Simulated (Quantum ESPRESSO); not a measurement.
## In under changes of volume

One of the cells (26.144 Å³/atom); the others are scaled copies at fixed shape and fractional positions:

```
In
1.0
    -1.62547    1.62547    2.47370
     1.62547   -1.62547    2.47370
     1.62547    1.62547   -2.47370
In
1
Direct
  0.00000 0.00000 0.00000
```

| Quantity | Value |
| --- | --- |
| Program | Quantum ESPRESSO 7.5 |
| Functional | PBEsol |
| Potentials or basis | GBRV 1.5 PBEsol |
| Cutoff | 762 eV |
| Density cutoff | 6095 eV |
| k mesh | 11 × 11 × 11 |
| Occupations | fermi-dirac, width 0.05 eV |
| Spin | no spin polarisation |

| volume (Å³/atom) | energy over the lowest point (meV/atom) | pressure (GPa) |
| --- | --- | --- |
| 24.575 | 5.84 | 1.8 |
| 25.098 | ? | ? |
| 25.621 | 0.00 | -0.3 |
| 26.144 | 1.64 | -1.1 |
| 26.666 | 5.87 | -1.8 |
| 27.189 | 12.35 | -2.5 |
| 27.712 | 20.83 | -3.1 |

**Question.** What does the run at 25.098 Å³/atom give?

**Answer.** Energy over the lowest point 1.24 meV/atom; pressure 0.7 GPa.

Worked out: A Birch-Murnaghan fit of order 3 (a polynomial in V^(-2/3)) to the other rows has its minimum at 25.58 Å³/atom with B0 = V·E''(V) = 44 GPa and B' = 5.2 at fixed shape and positions, which overstates the stiffness. It gives 1.26 meV/atom at 25.098 Å³/atom, against the run's 1.24, and -dE/dV = 0.9 GPa, against 0.7.

Energies are extrapolated to zero smearing.
